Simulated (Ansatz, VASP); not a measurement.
One calculation of ZnO, two programs

```
Zn O
1.0
     4.71144    0.00000    0.00000
     0.00000    4.71144    0.00000
     0.00000    0.00000    3.45885
Zn O
1 1
Direct
  0.00000 0.00000 0.00000
  0.00000 0.00000 0.50000
```

Alike in both runs: functional PBE; k mesh 6 × 6 × 8; occupations gaussian, width 0.02 eV; no spin polarisation.

Ansatz relaxed the structure, and its values are those at the end. VASP's run is a single point on that final structure, the one shown.

|  | VASP | Ansatz |
| --- | --- | --- |
| version | VASP 6.6.1 | Ansatz 0.2.0 |
| potentials or method | VASP PAW PBE potentials, release 64 (Zn, O) | scalar-relativistic, plane waves, PAW |
| plane-wave cutoff (eV) | 520 | 420 |
| valence electrons in the cell | 18 | 18 |

VASP gave:

| Quantity | Value |
| --- | --- |
| gap on the k mesh at the Fermi level (eV) | 1.84 |
| least direct gap on the mesh (eV) | 3.33 |
| pressure (GPa) | 0.5 |

Question: Which values does Ansatz return?

Answer: gap on the k mesh at the Fermi level (eV): 1.85; least direct gap on the mesh (eV): 3.35; pressure (GPa): 0.0.

With one functional, cell and mesh, what is left measures potentials, basis and numerics.

A k mesh can miss the band edges.
